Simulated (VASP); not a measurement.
# Ge (Cmmm) in VASP: notebook

One crystal, Ge, is run at these levels: PBE; tasks: single point.

Everything below comes from runs of VASP 6.6.1. Logs are shortened: lines on timing, memory, paths and dates and some standing lists are left out, and cuts for length are marked.

## (1) Starting point

The structure is orthorhombic, space group Cmmm (No. 65). The conventional cell has a = 2.794 Å, b = 5.201 Å, c = 2.698 Å, α = 90.00°, β = 90.00°, γ = 90.00°. Ge (site symmetry mmm) has 8 Ge at 2.70 to 2.95 Å as nearest neighbours.

This isn't the form of Ge at room conditions, which is diamond.

## (2) Single point, PBE

The input, INCAR:

```
PREC = Accurate ; ENCUT = 400
EDIFF = 1E-7 ; ISMEAR = 0
SIGMA = 0.05 ; LREAL = F
LASPH = T ; NELM = 100
ALGO = Normal ; ISIF = 2
LWAVE = F ; LCHARG = F
GGA = PE ; NBANDS = 13
ADDGRID = F
```

The input, KPOINTS:

```
Automatic mesh
0
Gamma
  3 3 3
```

The input, POSCAR:

```
Ge
1.0
    1.4161900000     -2.6475770000      0.0134350000
    1.3961930000      2.6368340000      0.0183540000
    0.0306960000      0.0025520000      2.6389690000
Ge
1
Direct
    0.4852650000      0.4800630000      0.0156560000
```

Potentials or basis: VASP PAW PBE potentials, release 64 (Ge_d).

Run with:

```
> cat potpaw_PBE.64/Ge_d/POTCAR > POTCAR
> mpirun -np 1 vasp_std > vasp.out
```

OUTCAR:

```text
PREC = Accurate
   ENCUT = 400
   EDIFF = 1E-7
   ISMEAR = 0
   LREAL = F
   LASPH = T
   NELM = 100
   ISIF = 2
   GGA = PE

 Found     14 irreducible k-points:

 Following reciprocal coordinates:
            Coordinates               Weight
  0.000000  0.000000  0.000000      1.000000
  0.333333 -0.000000  0.000000      2.000000
 -0.000000  0.333333  0.000000      2.000000
  0.333333  0.333333  0.000000      2.000000
 -0.333333  0.333333 -0.000000      2.000000
  0.000000  0.000000  0.333333      2.000000
   k-points           NKPTS =     14   k-points in BZ     NKDIM =     14   number of bands    NBANDS=     13
   number of dos      NEDOS =    301   number of ions     NIONS =      1
   total plane-waves  NPLWV =   7200
   dimension x,y,z NGX =    20 NGY =   20 NGZ =   18
   dimension x,y,z NGXF=    40 NGYF=   40 NGZF=   36
   ions per type =               1
   NGX,Y,Z   is equivalent  to a cutoff of  11.07, 11.14, 11.34 a.u.
   NGXF,Y,Z  is equivalent  to a cutoff of  22.15, 22.29, 22.68 a.u.
 SYSTEM =  unknown system
   PREC   = accura    normal or accurate (medium, high low for compatibility)
   ISTART =      0    job   : 0-new  1-cont  2-samecut
   ICHARG =      2    charge: 1-file 2-atom 10-const
   ISPIN  =      1    spin polarized calculation?
   LNONCOLLINEAR =      F non collinear calculations
   LSORBIT =      F    spin-orbit coupling
   LASPH  =      T    aspherical Exc in radial PAW
   ENCUT  =  400.0 eV  29.40 Ry    5.42 a.u.   4.90  4.87  4.30*2*pi/ulx,y,z
   NELM   =    100;   NELMIN=  2; NELMDL= -5     # of ELM steps
   EDIFF  = 0.1E-06   stopping-criterion for ELM
   LREAL  =      F    real-space projection
   EDIFFG = 0.1E-05   stopping-criterion for IOM
   NSW    =      0    number of steps for IOM
   IBRION =     -1    ionic relax: 0-MD 1-quasi-New 2-CG
   NFREE  =      0    steps in history (QN), initial steepest desc. (CG)
   ISIF   =      2    stress and relaxation
   ISYM   =      2    0-nonsym 1-usesym 2-fastsym
   POTIM  = 0.5000    time-step for ionic-motion
   TEBEG  =    0.0;   TEEND  =   0.0 temperature during run
   PSTRESS=    0.0 pullay stress
   NELECT =      14.0000    total number of electrons
   NUPDOWN=      -1.0000    fix difference up-down
   EMIN   =  10.00;   EMAX   =-10.00  energy-range for DOS
   EFERMI =   0.00;   METHOD = LEGACY
   ISMEAR =     0;   SIGMA  =   0.05  broadening in eV -4-tet -1-fermi 0-gaus
   EFERMI_NEDOS =   21; number of points for ismear=-14 and -15
   IALGO  =     38    algorithm
   IMIX   =      4    mixing-type and parameters
     AMIX     =   0.40;   BMIX     =  1.00
     AMIX_MAG =   1.60;   BMIX_MAG =  1.00
  volume/ion in A,a.u.               =      19.61       132.31
  Fermi-wavevector in a.u.,A,eV,Ry     =   1.463234  2.765111 29.130789  2.141053
  Thomas-Fermi vector in A             =   2.579353
   LORBIT       =      0    0 simple, 1 ext, 2 COOP (PROOUT), +10 PAW based schemes
   GGA     = PE    functional components
   LHFCALC =     F    Hartree Fock is set to
   AEXX    =    0.0000 exact exchange contribution
   IVDW    =     0    specifies the selected vdW correction
   LEPSILON=     F    determine dielectric tensor
   LRPA    =     F    only Hartree local field effects (RPA)
 non-spin polarized calculation
 Gauss-broadening in eV      SIGMA  =   0.05
  energy-cutoff  :      400.00
  volume of cell :       19.61
 maximum number of plane-waves:       362
   NGX =  9   NGY =  9   NGZ =  9

 number of electron      14.0000001 magnetization

 Free energy of the ion-electron system (eV)
  ---------------------------------------------------
  ext. energy  EPLUGINS =         0.00000000
  ---------------------------------------------------
  free energy    TOTEN  =        -3.59558857 eV

  energy without entropy =       -3.59248933  energy(sigma->0) =       -3.59403895

 E-fermi :   5.4225     XC(G=0): -11.0565

 val. band max:        5.4104903669   @ k =   0.0000  -0.3333   0.3333
 cond. band min:       5.6707051545   @ k =   0.3333  -0.0000   0.3333
 fundamental gap:      0.2602147876
 Fermi energy:         5.4225334228

 k-point     1 :       0.0000    0.0000    0.0000
  band No.  band energies     occupation
      1     -18.7465      2.00000
      2     -18.5850      2.00000
      3     -18.5372      2.00000
      4     -18.4737      2.00000
      5     -18.4680      2.00000
      6      -6.6846      2.00000
      7      12.7342      0.00000
      8      13.6665      0.00000
      9      14.3597      0.00000
     10      16.6458      0.00000
     11      18.3788      0.00000
     12      20.7421      0.00000
     13      21.0716      0.00000

 k-point     2 :       0.3333   -0.0000    0.0000
  band No.  band energies     occupation
      1     -18.7066      2.00000
      2     -18.5675      2.00000
      3     -18.5205      2.00000
      4     -18.4887      2.00000
      5     -18.4585      2.00000
      6      -4.1133      2.00000
      7       4.3677      2.00000
      8       9.9771      0.00000
      9      14.1634      0.00000
     10      15.9398      0.00000
     11      20.3770      0.00000
     12      25.4287      0.00000
     13      26.3170      0.00000
[... 33 lines left out ...]
 k-point     5 :      -0.3333    0.3333   -0.0000
  band No.  band energies     occupation
      1     -18.7273      2.00000
      2     -18.5791      2.00000
      3     -18.5170      2.00000
      4     -18.4778      2.00000
      5     -18.4579      2.00000
      6      -4.4819      2.00000
      7       3.5663      2.00000
      8      11.7542      0.00000
      9      15.5757      0.00000
     10      15.6564      0.00000
     11      20.1742      0.00000
     12      25.7397      0.00000
     13      25.9338      0.00000

 k-point     6 :       0.0000    0.0000    0.3333
  band No.  band energies     occupation
      1     -18.5897      2.00000
      2     -18.5687      2.00000
      3     -18.5562      2.00000
      4     -18.5150      2.00000
      5     -18.5040      2.00000
      6      -4.3972      2.00000
      7       3.5367      2.00000
      8      14.7691      0.00000
      9      16.3724      0.00000
     10      19.8097      0.00000
     11      21.6990      0.00000
     12      23.0050      0.00000
     13      23.7202      0.00000

 [... further k-points ...]

------------------------ aborting loop because EDIFF is reached ----------------------------------------

  FORCE on cell =-STRESS in cart. coord.  units (eV):
  Direction    XX          YY          ZZ          XY          YZ          ZX
  --------------------------------------------------------------------------------------
  -------------------------------------------------------------------------------------
  Total        0.0138629     -1.2781277     -0.2260066      0.0207754     -0.1401262      1.1805421
  in kB        1.1327985   -104.4415468    -18.4680096      1.6976531    -11.4503439     96.4673896
  external PRESSURE =     -40.5922527 kB  Pullay stress =       0.0000000 kB

 VOLUME and BASIS-vectors are now :
 -----------------------------------------------------------------------------
  energy-cutoff  :      400.00
  volume of cell :       19.61
      direct lattice vectors                 reciprocal lattice vectors
     1.416190000 -2.647577000  0.013435000     0.354897238 -0.187889191 -0.003946402
     1.396193000  2.636834000  0.018354000     0.356347309  0.190588350 -0.004329273
     0.030696000  0.002552000  2.638969000    -0.004285175 -0.000368995  0.378986066

 POSITION                                       TOTAL-FORCE (eV/Angst)
 -----------------------------------------------------------------------------------
      1.35797     -0.01889      0.05665        -0.000000      0.000000      0.000000
 -----------------------------------------------------------------------------------
    total drift:                                0.000167     -0.000128      0.000267

  FREE ENERGIE OF THE ION-ELECTRON SYSTEM (eV)
  ---------------------------------------------------
  free  energy   TOTEN  =        -3.5955885699 eV

  energy  without entropy=       -3.5924893329  energy(sigma->0) =       -3.59403895
```

stdout:

```text
POSCAR found type information on POSCAR Ge
 POSCAR found :  1 types and       1 ions
 scaLAPACK will be used
 LDA part: xc-table for (Slater+PW92), standard interpolation
 POSCAR, INCAR and KPOINTS ok, starting setup
 FFT: planning ... GRIDC
 FFT: planning ... GRID_SOFT
 FFT: planning ... GRID
 WAVECAR not read
 entering main loop
```

Wall time 1.8 s (1 thread of Intel Xeon 6975P-C (Granite Rapids), shared host); peak memory 0.12 GiB.

The run converged, but some of its settings lie outside the range that counts as converged, so its numbers aren't taken as properties of the crystal.

What came out:

* Free energy: -3.5956 eV
* Pressure: -4.1 GPa
* Band gap on the k mesh: none (metal or under the smearing width)

Caveat: the k mesh is coarse (spacing up to 0.85 Å⁻¹), so the values aren't converged.

## (3) Single point, PBE

This run uses another cell than the first one, of the same volume but with other edges.

INCAR: that of step 2 with these lines changed.

```diff
@@ -1,2 +1,2 @@
-PREC = Accurate ; ENCUT = 400
+PREC = Accurate ; ENCUT = 450
 EDIFF = 1E-7 ; ISMEAR = 0
```

KPOINTS is that of step 2.

The input, POSCAR:

```
Ge
1.0
    1.3971490000     -2.6005160000      0.0000000000
    1.3971490000      2.6005160000      0.0000000000
    0.0000000000      0.0000000000      2.6982310000
Ge
1
Direct
    0.5000000000      0.5000000000      0.0000000000
```

Potentials or basis: VASP PAW PBE potentials, release 64 (Ge_d).

Run with:

```
> cat potpaw_PBE.64/Ge_d/POTCAR > POTCAR
> mpirun -np 1 vasp_std > vasp.out
```

It took 1.6 s on 1 thread of Intel Xeon 6975P-C (Granite Rapids), shared host; peak memory 0.12 GiB.

These settings aren't checked as converged: the numbers below hold their error.

Results:

| Quantity | Value |
| --- | --- |
| Free energy | -3.5793 eV |
| Pressure | -3.1 GPa |
| Band gap on the k mesh | none (metal or under the smearing width) |

Caveat: the k mesh is coarse (spacing up to 0.85 Å⁻¹), so the values aren't converged.

## (4) Single point, PBE

INCAR is that of step 3.

KPOINTS is that of step 3.

The input, POSCAR:

```
Ge
1.0
    1.4161900000     -2.6475770000      0.0134350000
    1.3961930000      2.6368340000      0.0183540000
    0.0306960000      0.0025520000      2.6389690000
Ge
1
Direct
    0.4852650000      0.4800630000      0.0156560000
```

Potentials or basis: VASP PAW PBE potentials, release 64 (Ge_d).

Run with:

```
> cat potpaw_PBE.64/Ge_d/POTCAR > POTCAR
> mpirun -np 1 vasp_std > vasp.out
```

OUTCAR:

```text
PREC = Accurate
   ENCUT = 450
   EDIFF = 1E-7
   ISMEAR = 0
   LREAL = F
   LASPH = T
   NELM = 100
   ISIF = 2
   GGA = PE

 Found     14 irreducible k-points:

 Following reciprocal coordinates:
            Coordinates               Weight
  0.000000  0.000000  0.000000      1.000000
  0.333333 -0.000000  0.000000      2.000000
 -0.000000  0.333333  0.000000      2.000000
  0.333333  0.333333  0.000000      2.000000
 -0.333333  0.333333 -0.000000      2.000000
  0.000000  0.000000  0.333333      2.000000
   k-points           NKPTS =     14   k-points in BZ     NKDIM =     14   number of bands    NBANDS=     13
   number of dos      NEDOS =    301   number of ions     NIONS =      1
   total plane-waves  NPLWV =  10368
   dimension x,y,z NGX =    24 NGY =   24 NGZ =   18
   dimension x,y,z NGXF=    48 NGYF=   48 NGZF=   36
   ions per type =               1
   NGX,Y,Z   is equivalent  to a cutoff of  13.29, 13.37, 11.34 a.u.
   NGXF,Y,Z  is equivalent  to a cutoff of  26.58, 26.74, 22.68 a.u.
 SYSTEM =  unknown system
   PREC   = accura    normal or accurate (medium, high low for compatibility)
   ISTART =      0    job   : 0-new  1-cont  2-samecut
   ICHARG =      2    charge: 1-file 2-atom 10-const
   ISPIN  =      1    spin polarized calculation?
   LNONCOLLINEAR =      F non collinear calculations
   LSORBIT =      F    spin-orbit coupling
   LASPH  =      T    aspherical Exc in radial PAW
   ENCUT  =  450.0 eV  33.07 Ry    5.75 a.u.   5.19  5.16  4.56*2*pi/ulx,y,z
   NELM   =    100;   NELMIN=  2; NELMDL= -5     # of ELM steps
   EDIFF  = 0.1E-06   stopping-criterion for ELM
   LREAL  =      F    real-space projection
   EDIFFG = 0.1E-05   stopping-criterion for IOM
   NSW    =      0    number of steps for IOM
   IBRION =     -1    ionic relax: 0-MD 1-quasi-New 2-CG
   NFREE  =      0    steps in history (QN), initial steepest desc. (CG)
   ISIF   =      2    stress and relaxation
   ISYM   =      2    0-nonsym 1-usesym 2-fastsym
   POTIM  = 0.5000    time-step for ionic-motion
   TEBEG  =    0.0;   TEEND  =   0.0 temperature during run
   PSTRESS=    0.0 pullay stress
   NELECT =      14.0000    total number of electrons
   NUPDOWN=      -1.0000    fix difference up-down
   EMIN   =  10.00;   EMAX   =-10.00  energy-range for DOS
   EFERMI =   0.00;   METHOD = LEGACY
   ISMEAR =     0;   SIGMA  =   0.05  broadening in eV -4-tet -1-fermi 0-gaus
   EFERMI_NEDOS =   21; number of points for ismear=-14 and -15
   IALGO  =     38    algorithm
[... 17 lines left out ...]
 maximum number of plane-waves:       430
 NGX is ok and might be reduce to    24

 number of electron      14.0000006 magnetization

 Free energy of the ion-electron system (eV)
  ---------------------------------------------------
  ext. energy  EPLUGINS =         0.00000000
  ---------------------------------------------------
  free energy    TOTEN  =        -3.59546597 eV

  energy without entropy =       -3.59236685  energy(sigma->0) =       -3.59391641

 E-fermi :   5.4230     XC(G=0): -11.0565

 val. band max:        5.4109523684   @ k =   0.0000  -0.3333   0.3333
 cond. band min:       5.6711658709   @ k =   0.3333  -0.0000   0.3333
 fundamental gap:      0.2602135025
 Fermi energy:         5.4229925968

 k-point     1 :       0.0000    0.0000    0.0000
  band No.  band energies     occupation
      1     -18.7526      2.00000
      2     -18.5908      2.00000
      3     -18.5433      2.00000
      4     -18.4799      2.00000
      5     -18.4738      2.00000
      6      -6.6842      2.00000
      7      12.7350      0.00000
      8      13.6671      0.00000
      9      14.3605      0.00000
     10      16.6457      0.00000
     11      18.3787      0.00000
     12      20.7420      0.00000
     13      21.0716      0.00000
[... 66 lines left out ...]
  band No.  band energies     occupation
      1     -18.5954      2.00000
      2     -18.5746      2.00000
      3     -18.5623      2.00000
      4     -18.5210      2.00000
      5     -18.5101      2.00000
      6      -4.3967      2.00000
      7       3.5371      2.00000
      8      14.7699      0.00000
      9      16.3733      0.00000
     10      19.8097      0.00000
     11      21.6991      0.00000
     12      23.0050      0.00000
     13      23.7202      0.00000

 [... further k-points ...]

------------------------ aborting loop because EDIFF is reached ----------------------------------------

  FORCE on cell =-STRESS in cart. coord.  units (eV):
  Direction    XX          YY          ZZ          XY          YZ          ZX
  --------------------------------------------------------------------------------------
  -------------------------------------------------------------------------------------
  Total        0.0218652     -1.2694042     -0.2175662      0.0209830     -0.1399694      1.1801967
  in kB        1.7867051   -103.7287141    -17.7783081      1.7146164    -11.4375234     96.4391653
  external PRESSURE =     -39.9067724 kB  Pullay stress =       0.0000000 kB

 VOLUME and BASIS-vectors are now :
 -----------------------------------------------------------------------------
  energy-cutoff  :      450.00
  volume of cell :       19.61
      direct lattice vectors                 reciprocal lattice vectors
     1.416190000 -2.647577000  0.013435000     0.354897238 -0.187889191 -0.003946402
     1.396193000  2.636834000  0.018354000     0.356347309  0.190588350 -0.004329273
     0.030696000  0.002552000  2.638969000    -0.004285175 -0.000368995  0.378986066

 POSITION                                       TOTAL-FORCE (eV/Angst)
 -----------------------------------------------------------------------------------
      1.35797     -0.01889      0.05665        -0.000000      0.000000      0.000000
 -----------------------------------------------------------------------------------
    total drift:                                0.000054     -0.000164      0.000191

  FREE ENERGIE OF THE ION-ELECTRON SYSTEM (eV)
  ---------------------------------------------------
  free  energy   TOTEN  =        -3.5954659660 eV

  energy  without entropy=       -3.5923668505  energy(sigma->0) =       -3.59391641
```

stdout:

```text
POSCAR found type information on POSCAR Ge
 POSCAR found :  1 types and       1 ions
 scaLAPACK will be used
 LDA part: xc-table for (Slater+PW92), standard interpolation
 POSCAR, INCAR and KPOINTS ok, starting setup
 FFT: planning ... GRIDC
 FFT: planning ... GRID_SOFT
 FFT: planning ... GRID
 WAVECAR not read
 entering main loop
```

Wall time 1.8 s (1 thread of Intel Xeon 6975P-C (Granite Rapids), shared host); peak memory 0.12 GiB.

These settings aren't checked as converged: the numbers below hold their error.

What came out:

* Free energy: -3.5955 eV
* Pressure: -4.0 GPa
* Band gap on the k mesh: none (metal or under the smearing width)

Caveat: the k mesh is coarse (spacing up to 0.85 Å⁻¹), so the values aren't converged.

## (5) Single point, PBE

This run uses another cell than the first one, of the same volume but with other edges.

INCAR: that of step 4 with these lines changed.

```diff
@@ -1,2 +1,2 @@
-PREC = Accurate ; ENCUT = 450
+PREC = Accurate ; ENCUT = 550
 EDIFF = 1E-7 ; ISMEAR = 0
```

KPOINTS is that of step 4.

The input, POSCAR:

```
Ge
1.0
    1.3971490000     -2.6005160000      0.0000000000
    1.3971490000      2.6005160000      0.0000000000
    0.0000000000      0.0000000000      2.6982310000
Ge
1
Direct
    0.5000000000      0.5000000000      0.0000000000
```

Run with:

```
> cat potpaw_PBE.64/Ge_d/POTCAR > POTCAR
> mpirun -np 1 vasp_std > vasp.out
```

Run time: 1.8 s. Hardware: 1 thread of Intel Xeon 6975P-C (Granite Rapids), shared host; peak memory 0.13 GiB.

These settings aren't checked as converged: the numbers below hold their error.

What came out:

| Item | Value |
| --- | --- |
| Free energy | -3.5800 eV |
| Pressure | -2.8 GPa |
| Band gap on the k mesh | none (metal or under the smearing width) |

Caveat: the k mesh is coarse (spacing up to 0.85 Å⁻¹), so the values aren't converged.

## (6) Single point, PBE

INCAR is that of step 5.

KPOINTS is that of step 5.

The input, POSCAR:

```
Ge
1.0
    1.4161900000     -2.6475770000      0.0134350000
    1.3961930000      2.6368340000      0.0183540000
    0.0306960000      0.0025520000      2.6389690000
Ge
1
Direct
    0.4852650000      0.4800630000      0.0156560000
```

Potentials or basis: VASP PAW PBE potentials, release 64 (Ge_d).

Run with:

```
> cat potpaw_PBE.64/Ge_d/POTCAR > POTCAR
> mpirun -np 1 vasp_std > vasp.out
```

It took 2.1 s on 1 thread of Intel Xeon 6975P-C (Granite Rapids), shared host; peak memory 0.13 GiB.

These settings aren't checked as converged: the numbers below hold their error.

Results:

```yaml
Free_energy: -3.5961 eV
Pressure: -3.6 GPa
Band_gap_on_the_k_mesh: none (metal or under the smearing width)
```

Caveat: the k mesh is coarse (spacing up to 0.85 Å⁻¹), so the values aren't converged.

## (7) The reference run

An earlier run on the cell as given: functional PBE; potentials or basis VASP PAW PBE potentials, release 64 (Ge_d); cutoff 520 eV; k mesh 11 × 11 × 10; occupations fermi-dirac, width 0.05 eV; no spin polarisation.

* Pressure: -0.6 GPa
* Band gap on the k mesh: none (metal or under the smearing width)
